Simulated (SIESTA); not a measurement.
Runs of SIESTA 5.4.2 on NiO. Symmetry: Fm-3m, No. 225, cubic system. Conventional cell: a = 4.172 Å, b = 4.172 Å, c = 4.172 Å, α = 90.00°, β = 90.00°, γ = 90.00°. Around Ni (site symmetry m-3m) lie 6 O at 2.09 Å. O (site symmetry m-3m) is surrounded by 6 Ni at 2.09 Å. 

```csv
task,level,potentials or basis,cell,k mesh,broadening (eV),window from (eV),window to (eV),energy points,k mesh for the DOS,gap on the mesh (eV),pressure (GPa),moment (μB)
band structure,PBEsol,"PseudoDojo 0.4 standard (PBEsol files), DZP (energy shift 0.003 Ry; two zetas on semicore shells)",as given,11 × 11 × 11,-,-,-,-,-,none,-6.7,1.43
single point,PBEsol,"PseudoDojo 0.4 standard (PBEsol files), DZP (energy shift 0.003 Ry; two zetas on semicore shells)",as given,11 × 11 × 11,-,-,-,-,-,none,-6.7,1.43
density of states,PBE,"PseudoDojo 0.4 standard (PBE files), TZP (energy shift 0.003 Ry; two zetas on semicore shells)",as given,8 × 8 × 8,0.1 eV,-25 eV,15 eV,301,12 × 12 × 12,none,6.0,1.82
single point,PBEsol,"PseudoDojo 0.4 standard (PBEsol files), DZP (energy shift 0.003 Ry; two zetas on semicore shells)","atoms moved at random, drawn with an rms of 0.05 Å",11 × 11 × 11,-,-,-,-,-,none,-6.0,1.47
band structure,RPBE,"PseudoDojo 0.4 standard (PBE files), DZP (energy shift 0.003 Ry; two zetas on semicore shells)",as given,11 × 11 × 11,-,-,-,-,-,none,13.4,(a)
```

Alike in all rows: spin collinear, ferromagnetic start; smearing fermi-dirac 0.05 eV; grid cutoff 800 Ry; energy shift 0.003 Ry.

Problem. Fill in the values left out.

Solution. (a) 1.84.

Caveats: short orbitals over semicore shells can move pressures by several GPa; the basis of atomic orbitals isn't converged, which shifts pressures, moduli and gaps; a cell with one magnetic atom can't hold antiferromagnetic order, which such compounds often take; semilocal functionals often make such compounds metallic where correlation or magnetic order opens a gap, which also shifts bond lengths; the potentials were made for another functional, which shifts forces and pressure (some runs).

A gap of «none» marks a metal or a gap under the smearing width.
